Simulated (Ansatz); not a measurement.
Theory: DFT PBEsol, scalar-relativistic, plane waves, PAW (Ansatz).

Cutoff 420 eV; k points 9×9×6 on the computed 4-atom cell (Γ-centred); Gaussian smearing, width 0.02 eV; no spin polarisation.

Structure with the computed forces (eV/Å) in the last three columns:

```xyz
4
Lattice="3.1487 0.0380 0.0483 -1.5415 2.7011 0.0213 0.0759 0.0825 4.7948" Properties=species:S:1:pos:R:3:forces:R:3 pbc="T T T" pressure_GPa=-1.27
Li    0.0585    1.8384    1.8835   -0.0110    0.0530   -0.0880
Li    1.6311    1.0325    4.2435    0.1860   -0.1480    0.2280
F     0.1010    1.8688    4.7971   -0.1780    0.1450   -0.1030
F     1.6327    0.9655    2.4011    0.0030   -0.0500   -0.0370
```

Stress tensor (GPa, compression positive):

```
-1.34 -1.04 -1.10
-1.04 -2.42 -0.67
-1.10 -0.67 -0.05
```

This wurtzite form isn't the usual stable structure of the compound.